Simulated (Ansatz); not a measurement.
Geometry optimisation in Ansatz: input, command and trajectory.

```yaml
crystal:
  lattice:
    - [3.6765282961, 0.0, 0.0]
    - [-1.838264148, 3.1839669021, 0.0]
    - [0.0, 0.0, 6.3713059537]
  atoms:
    - { symbol: Pt, position: [0.0, 0.0, 0.0] }
    - { symbol: Se, position: [0.6666666667, 0.3333333333, 0.7938766921] }
    - { symbol: Se, position: [0.3333333333, 0.6666666667, 0.2061233079] }
basis:
  ecutwfc: 420
kpoints:
  mp_grid: { grid: [12, 12, 4] }
hamiltonian:
  xc: pbe
scf:
  occupations: { method: gaussian, width: 0.02 }
output:
  forces: true
  stress: true
  eigenvalues: true
  write_density: true
  write_potential: true
  elf: true
  volumetric_format: npy
relax:
  adjacent_minimum: "off"
  f_tol: 0.008
  max_steps: 40
```

```bash
ansatz run input.yaml --threads 1 --pin off --max-ram 2560MiB --backend cpu --events-out ev --progress --plain --runs-dir out
```

These are results of Ansatz 0.2.0, DFT PBE, scalar-relativistic, plane waves, PAW, not measurements.

Of 4 frames 3 are shown, positions in Å and forces in eV/Å; the SCF threshold varies from step to step.

```xyz
3
Lattice="3.6765 0.0000 0.0000 -1.8383 3.1840 0.0000 0.0000 0.0000 6.3713" Properties=species:S:1:pos:R:3:forces:R:3 pbc="T T T" step=1 free_energy_over_end_meV_per_atom=4.87
Pt    0.0000    0.0000    0.0000    0.0000    0.0000    0.0000
Se    1.8383    1.0613    5.0580    0.0000    0.0000   -0.4216
Se    0.0000    2.1226    1.3133    0.0000    0.0000    0.4216
3
Lattice="3.6765 0.0000 0.0000 -1.8383 3.1840 0.0000 0.0000 0.0000 6.3713" Properties=species:S:1:pos:R:3:forces:R:3 pbc="T T T" step=2 free_energy_over_end_meV_per_atom=3.65
Pt    0.0000    0.0000    0.0000    0.0000    0.0000    0.0000
Se    1.8383    1.0613    4.9920    0.0000    0.0000    0.3493
Se    0.0000    2.1226    1.3793    0.0000    0.0000   -0.3493
3
Lattice="3.6765 0.0000 0.0000 -1.8383 3.1840 0.0000 0.0000 0.0000 6.3713" Properties=species:S:1:pos:R:3:forces:R:3 pbc="T T T" step=4 free_energy_over_end_meV_per_atom=0.00
Pt    0.0000    0.0000    0.0000    0.0000    0.0000    0.0000
Se    1.8383    1.0613    5.0236    0.0000    0.0000   -0.0067
Se    0.0000    2.1226    1.3477    0.0000    0.0000    0.0067
```

The run took 27 s on 1 thread of Intel(R) Xeon(R) Processor @ 2.70GHz (shared host), peak memory 0.45 GiB.

Spin–orbit coupling is left out, which can shift energies with elements as heavy as these. The cell holds layers, and where no dispersion correction was added their binding is poorly described.